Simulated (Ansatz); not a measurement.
Here is an Ansatz input file for ZnO, space group P6_3mc. Write the same calculation for the Python package.

```yaml
crystal:
  lattice:
    - [3.24931, 0.0, 0.0]
    - [-1.62465, 2.81398, 0.0]
    - [0.0, 0.0, 5.20571]
  atoms:
    - { symbol: Zn, position: [0.3333333333333333, 0.6666666666666666, 0.5] }
    - { symbol: Zn, position: [0.6666666666666666, 0.3333333333333333, 0.0] }
    - { symbol: O, position: [0.6666666666666666, 0.3333333333333333, 0.37901] }
    - { symbol: O, position: [0.3333333333333333, 0.6666666666666666, 0.87901] }
basis:
  ecutwfc: 421.77648681281397
kpoints:
  mp_grid:
    grid: [12, 12, 4]
hamiltonian:
  xc: pbesol
  pseudopotentials:
    kind: paw
scf:
  occupations:
    method: fixed
dielectric: {}
```

`run_eps.py`:
```python
"""High-frequency dielectric tensor and Born charges of ZnO."""

import ansatz
import numpy as np

vectors = np.array([
    [3.24931, 0.0, 0.0],
    [-1.62465, 2.81398, 0.0],
    [0.0, 0.0, 5.20571],
])
system = (
    ansatz.Lattice.of(vectors)
    .atom("Zn", [1 / 3, 2 / 3, 0.5])
    .atom("Zn", [2 / 3, 1 / 3, 0.0])
    .atom("O", [2 / 3, 1 / 3, 0.37901])
    .atom("O", [1 / 3, 2 / 3, 0.87901])
)

# an insulator: whole occupations
job = (
    system.calculation()
    .functional("pbesol")
    .pseudopotentials("paw")
    .basis(31 * ansatz.Ry)
    .kpoints(mesh=(12, 12, 4))
    .occupations("fixed")
    .dielectric()
)
outcome = job.run(threads=1)
response = outcome.dielectric
eps = np.asarray(response.eps_inf)

print("eps_inf")
print(np.round(eps, 3) + 0.0)
for index, (site, z) in enumerate(zip(outcome.lattice.sites, response.zstar_e)):
    print("Born charge tensor of", site.symbol, index)
    print(np.round(z, 3) + 0.0)
print(f"charge neutrality missed by {response.zstar_sum_residual_pre_e:.4f} e before the sum rule")
```

Output of `python run_eps.py`:
```text
eps_inf
[[5.336 0.    0.   ]
 [0.    5.336 0.   ]
 [0.    0.    5.381]]
Born charge tensor of Zn 0
[[2.119 0.    0.   ]
 [0.    2.119 0.   ]
 [0.    0.    2.17 ]]
Born charge tensor of Zn 1
[[2.119 0.    0.   ]
 [0.    2.119 0.   ]
 [0.    0.    2.17 ]]
Born charge tensor of O 2
[[-2.119  0.     0.   ]
 [ 0.    -2.119  0.   ]
 [ 0.     0.    -2.17 ]]
Born charge tensor of O 3
[[-2.119  0.     0.   ]
 [ 0.    -2.119  0.   ]
 [ 0.     0.    -2.17 ]]
charge neutrality missed by 0.0023 e before the sum rule
```

Reading the output:
- With fixed filling the reported Fermi level is the top filled level among the k-points of the SCF.
- Averages over directions belong to no single polarisation, least of all in layered crystals.
- The starting cell is as deposited in a crystallographic database; the results hold for this polymorph, which needn't be the stable one.
- This is the electronic (clamped-ion) response; a semilocal gap that is too small tends to raise it. The typed mesh is that of the SCF; the response is solved on denser meshes that the run picks.
- Hardware and time: 9.5 min on 1 thread of Intel(R) Xeon(R) Processor @ 2.30GHz, with other jobs on the host, peak memory 1.8 GiB.

(Lines on the test bed's own set-up are left out of the output.)
